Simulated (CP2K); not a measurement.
Input of a CP2K 2026.2 run:

File rh_bands.inp:

```
&GLOBAL
  PROJECT rh_bands
  RUN_TYPE ENERGY_FORCE
  PRINT_LEVEL LOW
&END GLOBAL
&FORCE_EVAL
  METHOD QS
  STRESS_TENSOR ANALYTICAL
  &DFT
    BASIS_SET_FILE_NAME BASIS_MOLOPT
    POTENTIAL_FILE_NAME GTH_POTENTIALS
    &MGRID
      CUTOFF 500
      REL_CUTOFF 60
      NGRIDS 4
    &END MGRID
    &QS
      METHOD GPW
      EPS_DEFAULT 1.0E-10
    &END QS
    &KPOINTS
      SCHEME MONKHORST-PACK 12 12 12
      GAMMA_CENTERED T
      SYMMETRY T
      SYMMETRY_BACKEND SPGLIB
    &END KPOINTS
    &SCF
      SCF_GUESS ATOMIC
      EPS_SCF 1.0E-6
      MAX_SCF 100
      ADDED_MOS 1
      CHOLESKY OFF
      EPS_EIGVAL 1.0E-7
      &DIAGONALIZATION ON
        ALGORITHM STANDARD
      &END DIAGONALIZATION
      &MIXING ON
        METHOD BROYDEN_MIXING
        ALPHA 0.4
        BETA 1.5
        NBUFFER 8
      &END MIXING
      &SMEAR ON
        METHOD FERMI_DIRAC
        ELECTRONIC_TEMPERATURE [K] 580.226
      &END SMEAR
    &END SCF
    &XC
      &XC_FUNCTIONAL
        &GGA_X_PBE
        &END GGA_X_PBE
        &GGA_C_PBE
        &END GGA_C_PBE
      &END XC_FUNCTIONAL
    &END XC
    &PRINT
      &KPOINTS ON
      &END KPOINTS
      &MULLIKEN ON
      &END MULLIKEN
      &MO ON
        ENERGIES T
        OCCUPATION_NUMBERS T
        &EACH
          QS_SCF 0
        &END EACH
        ADD_LAST NUMERIC
      &END MO
      &LOWDIN ON
      &END LOWDIN
      &HIRSHFELD ON
        SHAPE_FUNCTION DENSITY
      &END HIRSHFELD
      &BAND_STRUCTURE
        FILE_NAME bands.bs
        ADDED_MOS 6
        &KPOINT_SET
          UNITS B_VECTOR
          NPOINTS 8
          SPECIAL_POINT GAMMA 0.00000000 0.00000000 0.00000000
          SPECIAL_POINT X 0.50000000 0.00000000 0.50000000
          SPECIAL_POINT W 0.50000000 0.25000000 0.75000000
          SPECIAL_POINT K 0.37500000 0.37500000 0.75000000
          SPECIAL_POINT GAMMA 0.00000000 0.00000000 0.00000000
          SPECIAL_POINT L 0.50000000 0.50000000 0.50000000
          SPECIAL_POINT U 0.62500000 0.25000000 0.62500000
          SPECIAL_POINT W 0.50000000 0.25000000 0.75000000
          SPECIAL_POINT L 0.50000000 0.50000000 0.50000000
          SPECIAL_POINT K 0.37500000 0.37500000 0.75000000
        &END KPOINT_SET
        &KPOINT_SET
          UNITS B_VECTOR
          NPOINTS 8
          SPECIAL_POINT U 0.62500000 0.25000000 0.62500000
          SPECIAL_POINT X 0.50000000 0.00000000 0.50000000
        &END KPOINT_SET
      &END BAND_STRUCTURE
    &END PRINT
  &END DFT
  &SUBSYS
    &CELL
      A 2.6839652093 0.0000000000 0.0000000000
      B 1.3419826047 2.3243820542 0.0000000000
      C 1.3419826047 0.7747940181 2.1914484168
      PERIODIC XYZ
    &END CELL
    &COORD
      SCALED
      Rh  0.0000000000 0.0000000000 0.0000000000
    &END COORD
    &KIND Rh
      BASIS_SET SZV-MOLOPT-SR-GTH-q17
      POTENTIAL GTH-PBE-q17
    &END KIND
    &PRINT
      &ATOMIC_COORDINATES ON
      &END ATOMIC_COORDINATES
      &CELL ON
      &END CELL
      &SYMMETRY ON
      &END SYMMETRY
    &END PRINT
  &END SUBSYS
  &PRINT
    &FORCES ON
    &END FORCES
    &STRESS_TENSOR ON
    &END STRESS_TENSOR
  &END PRINT
&END FORCE_EVAL
```

Potentials or basis: GTH_POTENTIALS Rh GTH-PBE-q17; SZV-MOLOPT-SR-GTH basis.

The run is started by

```sh
$ OMP_NUM_THREADS=1 cp2k.psmp -i rh_bands.inp -o rh_bands.out
```

(1) Predict the band gap on the k mesh.

(2) Predict the pressure.

Results:

(1) none (metal or under the smearing width).

(2) 32.4 GPa.

Caveat: a minimal basis gives rough bond lengths, pressures and levels; a pressure of tens of GPa on the cell as given is suspect, and the run, the potentials or the cell itself is likely at fault; the basis of atomic orbitals isn't converged, which shifts pressures, moduli and gaps.
